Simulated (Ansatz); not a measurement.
Crystal: Al.

```
Al
1.0
     4.49160    0.00000    0.00000
    -2.24580    3.88984    0.00000
     0.00000    0.00000    2.72260
Al
2
Direct
  0.33333 0.66667 0.00000
  0.66667 0.33333 0.00000
```

The cell was built by a generator and needn't be a form met in nature.

```yaml
Program: Ansatz 0.2.0
Task: single point
Functional: PBE
Potentials_or_basis: all-electron LAPW, scalar-relativistic
Cutoff: 178 eV (chosen from the basis error)
Basis_error_allowed: 0.001 eV/atom
k_mesh: 7 × 7 × 10
Occupations: fermi-dirac, width 0.05 eV
Spin: no spin polarisation
```

On this cell: pressure 1.6 GPa; largest force under 0.003 eV/Å; band gap on the k mesh none (metal or under the smearing width).

The same run follows on a disturbed copy (atoms moved at random, drawn with an rms of 0.05 Å):

```xyz
2
Lattice="4.4916 0.0000 0.0000 -2.2458 3.8898 0.0000 0.0000 0.0000 2.7226" Properties=species:S:1:pos:R:3 pbc="T T T"
Al   -0.0552    2.5583    0.0325
Al    2.2453    1.2483   -0.0676
```

Task: What changes?

Result: The energy (extrapolated to zero smearing) moves by +1.7 meV/atom; pressure 1.6 GPa; largest force 0.379 eV/Å; band gap on the k mesh none (metal or under the smearing width).

Forces in eV/Å, atoms in the order of the input:
```
Al   0.347 -0.066  0.137
Al  -0.347  0.066 -0.137
```

Stress tensor (GPa, compression positive):
```
 1.63  1.38  0.10
 1.38  2.23 -0.02
 0.10 -0.02  0.98
```
